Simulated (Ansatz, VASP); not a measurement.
**Two plane-wave programs on NaF**

File INCAR:

```
SYSTEM = NaF
PREC = Accurate ; ENCUT = 520
EDIFF = 1E-6 ; ISMEAR = 0
SIGMA = 0.05 ; LREAL = .FALSE.
LASPH = .TRUE. ; NELM = 100
ALGO = Normal ; ISIF = 2
LWAVE = .FALSE. ; LCHARG = .TRUE.
GGA = PE ; LELF = .TRUE.
LVHAR = .TRUE. ; NBANDS = 14
```

KPOINTS

```
Automatic mesh
0
G
  8 8 8
  0 0 0
```

Contents of POSCAR:

```
NaF
1.0
    0.0000000000      2.0184830400      2.3233000000
    2.6281169600      0.0000000000      2.3233000000
    2.6281169600      2.0184830400      0.0000000000
Na F
1 1
Direct
    0.0000000000      0.0000000000      0.0000000000
    0.5000000000      0.5000000000      0.5000000000
```

Input for Ansatz:

```yaml
crystal:
  lattice:
    - [0.0, 2.01848304, 2.3233]
    - [2.62811696, 0.0, 2.3233]
    - [2.62811696, 2.01848304, 0.0]
  atoms:
    - { symbol: Na, position: [0.0, 0.0, 0.0] }
    - { symbol: F, position: [0.5, 0.5, 0.5] }
basis:
  ecutwfc: 420
kpoints:
  mp_grid: { grid: [8, 8, 8] }
hamiltonian:
  xc: pbe
scf:
  occupations: { method: gaussian, width: 0.05 }
output:
  forces: true
  stress: true
  eigenvalues: true
```

Change from the starting cell: strain +0.1312 x Voigt [1, -1, 0, 0, 0, 0], atoms carried along.

Alike in both runs: task single point; functional PBE; k mesh 8 × 8 × 8; occupations gaussian, width 0.05 eV; no spin polarisation.

|  | VASP | Ansatz |
| --- | --- | --- |
| version | VASP 6.6.1 | Ansatz 0.2.0 |
| potentials or method | VASP PAW PBE potentials, release 64 (Na_pv, F) | scalar-relativistic, plane waves, PAW |
| plane-wave cutoff (eV) | 520 | 420 |
| valence electrons in the cell | 14 | 16 |

Ansatz gave:

- gap on the k mesh at the Fermi level (eV): 6.23
- least direct gap on the mesh (eV): 6.23
- pressure (GPa): 9.9
- largest component of the traceless stress (GPa): 19.12

**Question.** What did VASP give for the same quantities?

**Answer.** gap on the k mesh at the Fermi level (eV): 6.20; least direct gap on the mesh (eV): 6.20; pressure (GPa): 10.1; largest component of the traceless stress (GPa): 19.94.

With one functional, cell and mesh, what is left measures potentials, basis and numerics. The two sets of potentials don't hold the same shells in valence.
